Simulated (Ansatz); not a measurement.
## SiNi under changes of volume

One of the cells (11.288 Å³/atom); the others are scaled copies at fixed shape and fractional positions:

```xyz
4
Lattice="2.9428 0.0000 0.0000 0.0000 3.2803 0.0000 0.0000 0.0000 4.6774" Properties=species:S:1:pos:R:3 pbc="T T T"
Ni    1.4714    1.6402    1.6020
Ni    0.0000    0.0000    3.0754
Si    1.4714    1.6402    3.9438
Si    0.0000    0.0000    0.7337
```

The cell is a database's computed one.

* Program: Ansatz 0.2.0
* Functional: LDA
* Potentials or basis: Ansatz PAW
* Cutoff: 420 eV (not typed: the program's choice for these potentials)
* k mesh: 9 × 8 × 6
* Occupations: fermi-dirac, width 0.05 eV
* Spin: collinear spin, ferromagnetic start
* Starting moments: [1.0, 1.0, 0.0, 0.0] μB

```csv
volume (Å³/atom),energy over the lowest point (meV/atom),pressure (GPa),largest force (eV/Å)
10.611,?,?,?
10.837,1.90,3.7,0.165
11.062,0.00,-0.9,0.206
11.288,4.16,-4.9,0.243
11.514,13.73,-8.5,0.278
11.740,28.11,-11.7,0.310
11.965,46.76,-14.6,0.340
```

What does the run at 10.611 Å³/atom give?

Energy over the lowest point 10.61 meV/atom; pressure 8.8 GPa; largest force 0.174 eV/Å.

Worked out: A Birch-Murnaghan fit of order 3 (a polynomial in V^(-2/3)) to the other rows has its minimum at 11.02 Å³/atom with B0 = V·E''(V) = 214 GPa and B' = 4.5 at fixed shape and positions, which overstates the stiffness. It gives 10.56 meV/atom at 10.611 Å³/atom, against the run's 10.61, and -dE/dV = 8.7 GPa, against 8.8.

Energies are extrapolated to zero smearing.

Caveats: the PAW data sets come from PBE, with cores solved anew for the run's functional, which leaves a small shift of forces and pressure; the starting moments weren't kept.
